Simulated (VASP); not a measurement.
Here is a VASP 6.6.1 calculation.

INCAR

```
SYSTEM = Si16O
ALGO     = Normal         ! electronic algorithm
EDIFF    = 1E-6           ! SCF threshold, eV
ENCUT    = 520            ! plane-wave cutoff, eV
GGA      = PE             ! functional
ISIF     = 2              ! what is computed and relaxed
ISMEAR   = -1             ! smearing method
ISPIN    = 2              ! spin polarisation
LASPH    = .True.         ! aspherical terms in the spheres
LCHARG   = .True.         ! write CHGCAR
LELF     = .True.         ! ELF
LORBIT   = 11             ! projections on sites
LREAL    = Auto         
LVHAR    = .True.       
LWAVE    = .False.        ! write WAVECAR
MAGMOM   = 0 0 0 0 0 0 0 0 0 0 0 0 0 0 0 0 1 ! initial moments
NBANDS   = 53             ! bands
NELM     = 150            ! most SCF steps
PREC     = Accurate       ! precision mode
SIGMA    = 0.05           ! smearing width, eV
```

File KPOINTS:

```
k-points
0
Gamma
  2 2 2
  0 0 0
```

The input POSCAR:

```
Si16O
1.0
    0.0000000000      5.4300000000      5.4300000000
    5.4300000000      0.0000000000      5.4300000000
    5.4300000000      5.4300000000      0.0000000000
Si O
16 1
Direct
   -0.0072122405     -0.0191947363      0.0278469772
    0.1196457901      0.1235635629      0.1342281686
   -0.0482522934      0.0436857018      0.4994831441
    0.1257406344      0.0713632446      0.6542396589
   -0.0047499394      0.4929078914      0.0133405752
    0.1225570174      0.6053420710      0.1471138100
    0.0001776463      0.4428754473      0.5201846578
    0.1119535037      0.5743279232      0.6479264310
    0.4930980760      0.0126955451     -0.0008306870
    0.6186152633      0.1220307407      0.1384506347
    0.4971818306     -0.0027009527      0.5133212233
    0.5806673186      0.1760577123      0.6260637074
    0.4966871315      0.4965483156      0.0077350146
    0.6193295036      0.6371894040      0.1186052653
    0.4682407610      0.5475810704      0.4921478798
    0.6251563144      0.6214754733      0.6327645873
    0.9302118424      0.8090647453      0.5751206919
```

Potentials or basis: VASP PAW PBE potentials, release 64 (Si, O).

Command:

```sh
$ cat potpaw_PBE.64/Si/POTCAR potpaw_PBE.64/O/POTCAR > POTCAR
$ mpirun -np 1 vasp_std > vasp.out
```

Task: What does it give for the net moment?

Result: 0.00 μB per cell.

Task: What does it give for the largest force?

Result: 0.077 eV/Å.

Task: What does it give for the pressure?

Result: 4.3 GPa.

Forces in eV/Å, atoms in the order of the input:
```
Si   0.003 -0.001  0.000
Si  -0.004  0.000  0.004
Si   0.044 -0.018  0.055
Si   0.001 -0.010  0.002
Si   0.006  0.007  0.003
Si  -0.003  0.003  0.004
Si  -0.003  0.001 -0.001
Si  -0.048  0.059 -0.012
Si  -0.001 -0.001  0.003
Si  -0.001  0.000 -0.001
Si  -0.002 -0.003 -0.009
Si  -0.001  0.004 -0.004
Si  -0.003 -0.003 -0.002
Si   0.004 -0.002  0.000
Si   0.000  0.002 -0.005
Si   0.008 -0.002 -0.004
O    0.001 -0.036 -0.031
```

Caveat: the k mesh is coarse (spacing up to 0.50 Å⁻¹), so the values aren't converged.
